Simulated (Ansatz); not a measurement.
# Al: the cost of one run

Program: Ansatz 0.2.0. Level of theory: DFT PBE, scalar-relativistic, plane waves, PAW. These are calculated values, not measurements.

2 further runs of the same task are left out: 2 that didn't finish.

### Step 1. Starting point

The structure is hexagonal, space group P-6m2 (No. 187). The conventional cell has a = 2.868 Å, b = 2.868 Å, c = 13.943 Å, α = 90.00°, β = 90.00°, γ = 120.00°. Around Al (site symmetry -6m2) lie 12 Al at 2.83 to 2.87 Å. Around Al (site symmetry 3m) lie 12 Al at 2.83 to 2.87 Å. Around Al (site symmetry 3m) lie 12 Al at 2.86 to 2.87 Å. Around Al (site symmetry -6m2) lie 12 Al at 2.86 to 2.87 Å.

Coordinates:

```xyz
6
Lattice="2.8684 0.0000 0.0000 -1.4342 2.4841 0.0000 0.0000 0.0000 13.9427" Properties=species:S:1:pos:R:3 pbc="T T T"
Al    0.0000    0.0000    0.0000
Al    1.4342    0.8280   11.6468
Al    0.0000    0.0000    9.3088
Al    1.4342    0.8280    6.9714
Al    0.0000    0.0000    4.6340
Al    1.4342    0.8280    2.2959
```

The cell is invented: one element on all sites of the MgCd5 type (P-6m2, No. 187). The dimensions are guesses.

### Step 2. Probe: one point on a coarse mesh

input.yaml reads:

```yaml
crystal:
  lattice:
    - [2.86843669, 0.0, 0.0]
    - [-1.43421834, 2.48413904, 0.0]
    - [0.0, 0.0, 13.94272716]
  atoms:
    - { symbol: Al, position: [0.0, 0.0, 0.0] }
    - { symbol: Al, position: [0.66666667, 0.33333333, 0.83533365] }
    - { symbol: Al, position: [0.0, 0.0, 0.66764224] }
    - { symbol: Al, position: [0.66666667, 0.33333333, 0.5] }
    - { symbol: Al, position: [0.0, 0.0, 0.33235776] }
    - { symbol: Al, position: [0.66666667, 0.33333333, 0.16466635] }
basis:
  ecutwfc: 420
kpoints:
  mp_grid: { grid: [6, 6, 2] }
hamiltonian:
  xc: pbe
scf:
  occupations: { method: gaussian, width: 0.1 }
  lower_state_search: "off"
output:
  forces: true
  stress: true
  eigenvalues: true
```

Started as:

```bash
> ansatz run input.yaml --threads 1 --pin off --max-ram 2560MiB --backend cpu --events-out ev --progress --plain --runs-dir out
```

**Question.** How long does this run take on 1 thread of Arm Neoverse V1, shared host, and how much memory does it need?

About 2.9 s, with a peak of 0.28 GiB.
